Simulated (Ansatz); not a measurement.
Hf under changes of volume

One of the cells (23.523 Å³/atom); the others are scaled copies at fixed shape and fractional positions:

```xyz
1
Lattice="-1.8050 1.8050 1.8050 1.8050 -1.8050 1.8050 1.8050 1.8050 -1.8050" Properties=species:S:1:pos:R:3 pbc="T T T"
Hf    0.0000    0.0000    0.0000
```

This isn't the form of Hf at room conditions, which is hcp.

- Program: Ansatz 0.2.0
- Functional: HSE06
- Potentials or basis: Ansatz PAW
- Cutoff: 420 eV (not typed: the program's choice for these potentials)
- k mesh: 6 × 6 × 6
- Occupations: fermi-dirac, width 0.05 eV
- Spin: no spin polarisation

| volume (Å³/atom) | energy over the lowest point (meV/atom) | pressure (GPa) |
| --- | --- | --- |
| 22.112 | 13.89 | 4.7 |
| 22.582 | ? | ? |
| 23.052 | 0.00 | -0.1 |
| 23.523 | 3.52 | -2.3 |
| 23.993 | 13.16 | -4.2 |
| 24.464 | 28.45 | -6.0 |
| 24.934 | 48.84 | -7.7 |

Problem. What does the run at 22.582 Å³/atom give?

Solution. Energy over the lowest point 3.21 meV/atom; pressure 2.2 GPa.

Worked out: A Birch-Murnaghan fit of order 3 (a polynomial in V^(-2/3)) to the other rows has its minimum at 23.04 Å³/atom with B0 = V·E''(V) = 113 GPa and B' = 3.5. It gives 3.25 meV/atom at 22.582 Å³/atom, against the run's 3.21, and -dE/dV = 2.3 GPa, against 2.2.

Energies are extrapolated to zero smearing.

Caveats: all runs use coarse meshes; the PAW data sets come from PBE, with cores solved anew for the run's functional, which leaves a small shift of forces and pressure; the thresholds are loose for stress.
